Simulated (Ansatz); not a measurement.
Structure: an 8-atom cell of RuSi (P2_13) from a materials database, at its r2SCAN minimum. It is cubic, P2_13 (No. 198); conventional cell a = 4.705 Å, 13.02 Å³ an atom. Si has 7 Ru at 2.38–2.70 Å; Ru has 7 Si at 2.38–2.70 Å.

```yaml
crystal:
  lattice:
    - [4.70482, 0.00000, 0.00000]
    - [0.00000, 4.70482, 0.00000]
    - [0.00000, 0.00000, 4.70482]
  atoms:
    - { symbol: Si, position: [0.16242, 0.33758, 0.66242] }
    - { symbol: Si, position: [0.33758, 0.66242, 0.16242] }
    - { symbol: Si, position: [0.66242, 0.16242, 0.33758] }
    - { symbol: Si, position: [0.83758, 0.83758, 0.83758] }
    - { symbol: Ru, position: [0.87060, 0.62940, 0.37060] }
    - { symbol: Ru, position: [0.62940, 0.37060, 0.87060] }
    - { symbol: Ru, position: [0.37060, 0.87060, 0.62940] }
    - { symbol: Ru, position: [0.12940, 0.12940, 0.12940] }
```

3 runs of Ansatz 0.2.0 on this cell differ in the functional (and in the settings that go with it). Levels are in eV from each run's valence top; v1 is the last filled band, c1 the first empty one.

Run A, mean stress -3.9 GPa (compression positive):

| point | v2 | v1 | c1 | c2 |
| --- | --- | --- | --- | --- |
| Γ | -0.68 | -0.68 | 1.67 | 1.67 |
| M | -1.21 | -1.21 | 1.62 | 1.62 |
| R | -1.39 | -1.39 | 1.35 | 1.35 |

Run B, mean stress -3.9 GPa (compression positive):

| point | v2 | v1 | c1 | c2 |
| --- | --- | --- | --- | --- |
| Γ | -0.74 | -0.74 | 2.37 | 2.37 |
| M | -1.26 | -1.26 | 2.31 | 2.31 |
| R | -1.42 | -1.42 | 2.03 | 2.03 |

Run C, mean stress 0.0 GPa (compression positive):

| point | v2 | v1 | c1 | c2 |
| --- | --- | --- | --- | --- |
| Γ | -0.38 | -0.38 | 1.16 | 1.16 |
| M | -0.93 | -0.93 | 1.13 | 1.13 |
| R | -1.17 | -1.17 | 0.81 | 0.81 |

Task: Match the runs to r2SCAN, HSE06, PBE0.

Result: A is HSE06, B is PBE0, C is r2SCAN. In order of the gap: r2SCAN 0.29, HSE06 0.75, PBE0 1.42 eV. The stress vanishes for r2SCAN, which relaxed the cell.

Spin-unpolarised throughout; all numbers are computed.

The runs are scalar-relativistic, without spin-orbit coupling.

The stress of a hybrid is loosely converged in these runs.

The meshes of the hybrids are coarse, so their gaps aren't converged to the digits shown.
